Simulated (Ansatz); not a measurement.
# Notes on a calculation: Ta (fcc)

Level of theory: DFT, HSE06, scalar-relativistic, no spin polarisation; plane waves to 420 eV with PAW datasets (Ansatz 0.2.0), Γ-centred 8×8×8 mesh, 0.05 eV Gaussian smearing. The datasets are Ansatz's generated set soft_2.

At room temperature and ambient pressure Ta is bcc.

The start:

```
Ta
1.0
     0.00000    2.08517    2.08517
     2.08517    0.00000    2.08517
     2.08517    2.08517    0.00000
Ta
1
Direct
  0.00000 0.00000 0.00000
```

The steps in volume:

```csv
run,level,k-mesh,kind,V (Å³/atom),P (GPa),E − E(final) (meV/atom),gap on the mesh (eV)
1,PBE,8×8×8,fixed cell,18.13,9.1,–,metal
2,PBE,8×8×8,fixed cell,19.23,-2.5,–,metal
3,PBE,8×8×8,fixed cell,18.96,0.1,–,metal
4,HSE06,8×8×8,fixed cell,18.96,-2.0,1.3,metal
5,HSE06,8×8×8,fixed cell,18.70,0.8,0.2,metal
6,HSE06,8×8×8,fixed cell,18.78,0.0,0.0,metal
```

The volume is at zero pressure for this level.

The final structure (symmetry read at 0.01 Å). The structure is cubic, space group Fm-3m (No. 225). The conventional cell has a = 4.219 Å, b = 4.219 Å, c = 4.219 Å, α = 90.00°, β = 90.00°, γ = 90.00°. Ta (site symmetry m-3m) is surrounded by 12 Ta at 2.98 Å. (Neighbours are counted to 15 % beyond the shortest distance.)

- At the final geometry the gap, band path included, is zero (metallic).
- The runs in the table took roughly 1.3 core-minutes.

**Why it comes out so.**

With 13 valence electrons in the calculation's cell and no magnetic order, the bands, two electrons each, can't all be full or empty: band theory demands a metal. (Only strong correlation, outside this picture, could make a Mott insulator of it.)

For elements this heavy, spin–orbit coupling would shift levels and gaps; it isn't included here. Pressures of hybrids are less tightly converged. For a metal under a hybrid functional this mesh is coarse.
